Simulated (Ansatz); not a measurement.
MgTe, space group P6_3mc, a phonon calculation by finite displacements

Computed with Ansatz 0.2.0 through its Python package.

Notebook, run cell by cell (the value of a cell's last expression is shown):

```python
from pathlib import Path
import warnings

import ansatz as az
import numpy as np
from pymatgen.core import Lattice, Structure
from pymatgen.io.ase import AseAtomsAdaptor
```

```python
CUTOFF = 420
OCCUPATIONS = "fixed"
KMESH = (6, 6, 2)

warnings.simplefilter("ignore", az.DeckWarning)
```

```python
pmg_structure = Structure(
    Lattice([[4.52, 0.0, 0.0], [-2.26, 3.914435, 0.0], [0.0, 0.0, 7.33]]),
    ["Mg", "Mg", "Te", "Te"],
    [
        [1 / 3, 2 / 3, 0.0],
        [2 / 3, 1 / 3, 0.5],
        [1 / 3, 2 / 3, 0.385],
        [2 / 3, 1 / 3, 0.885],
    ],
)
system = az.Crystal.from_ase(AseAtomsAdaptor.get_atoms(pmg_structure))
```

```python
# the cell itself: zone-centre modes alone
job = (
    system.calculation()
    .functional(az.Functional.PBE)
    .basis(CUTOFF)
    .occupations(OCCUPATIONS)
    .kpoints(*KMESH)
    .phonons("fd", supercell=1)
)
res = job.run(runs_dir="phonon_runs")
folder = Path(res.output_folder) / "results"
ph = res.phonons
```

```python
print("modes at Gamma (1/cm):", np.round(ph.gamma_omega_inv_cm, 1) + 0.0)
print(f"{ph.n_members} displaced supercells, sum-rule residual {ph.asr_residual_pre_ev_ang2:.1e} eV/A^2")
optical = np.sort(ph.gamma_omega_inv_cm)
print("imaginary modes at Gamma:", int((optical < -10).sum()), "- highest mode", round(float(optical[-1]), 1), "1/cm")
```

    modes at Gamma (1/cm): [  0.    0.    0.   39.1  39.1 113.5 220.4 249.8 260.3 260.3 264.2 264.2]
    4 displaced supercells, sum-rule residual 1.0e-04 eV/A^2
    imaginary modes at Gamma: 0 - highest mode 264.2 1/cm

The cell isn't relaxed first, so the values belong to this volume. No non-analytic term is added, so at the zone centre the longitudinal optical modes of a polar crystal aren't split off. The structure is a deposited one; some such entries were measured under pressure or heat, so a shift against it needn't be the functional's error alone. The structure is taken as given and the supercell is small; imaginary modes can come from an unrelaxed or unstable start. Run time: 35 s on 1 thread of Arm Neoverse V2, with other jobs on the host, peak memory 0.52 GiB.
